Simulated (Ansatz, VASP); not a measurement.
Ta: VASP beside Ansatz

```xyz
1
Lattice="2.7778 0.0000 0.0000 0.0000 2.7778 0.0000 0.0000 0.0000 2.7778" Properties=species:S:1:pos:R:3 pbc="T T T"
Ta    0.0000    0.0000    0.0000
```

Change from the starting cell: volume scaled by 1.04, PAW files.

Alike in both runs: task electric field gradients; functional PBE; k mesh 13 × 13 × 13; occupations fermi-dirac, width 0.03 eV; no spin polarisation.

```csv
,VASP,Ansatz
version,VASP 6.6.1,Ansatz 0.2.0
potentials or method,"VASP PAW PBE potentials, release 64 (Ta_pv)","PAW with Ansatz's default frozen-core files, scalar-relativistic"
plane-wave cutoff (eV),520,420
valence electrons in the cell,11,13
```

|  | VASP | Ansatz | Ansatz less VASP |
| --- | --- | --- | --- |
| pressure (GPa) | -5.2 | -5.2 | -0.05 |
| Vzz of the field gradient on the site that differs most (V/Å²) | 0.0 | 0.0 | 0.00 |

The two sets of potentials don't hold the same shells in valence. Ansatz warned: «gradients_without_spin_orbit».

Spin-orbit coupling is left out, which matters for the levels of Ta.
